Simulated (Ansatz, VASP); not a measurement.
# InP: VASP beside Ansatz

```
CELL_PARAMETERS angstrom
0.00000 2.93050 2.93050
2.93050 0.00000 2.93050
2.93050 2.93050 0.00000
ATOMIC_POSITIONS crystal
In 0.00000 0.00000 0.00000
P 0.75000 0.75000 0.75000
```

Alike in both runs: task relaxation of cell and atoms; functional revPBE; dispersion D3(BJ); k mesh 8 × 8 × 8; occupations fermi-dirac, width 0.05 eV; no spin polarisation.

|  | VASP | Ansatz |
| --- | --- | --- |
| version | VASP 6.6.1 | Ansatz 0.2.0 |
| potentials or method | VASP PAW PBE potentials, release 64 (In_d, P), cutoff 600 eV | all-electron LAPW, scalar-relativistic |

|  | VASP | Ansatz | Ansatz less VASP |
| --- | --- | --- | --- |
| relaxed volume (Å³/atom) | 25.28 | 25.32 | +0.031 |
| relaxed cell length with the largest relative difference (Å) | 4.151 | 4.152 | +0.0017 |

Ansatz ran all-electron here, so the differences hold the error of VASP's frozen core and of both bases.

Caveats: the PAW data sets were made with another functional, which shifts forces and pressure a little (VASP). Zero-point motion and thermal expansion aren't in these numbers.
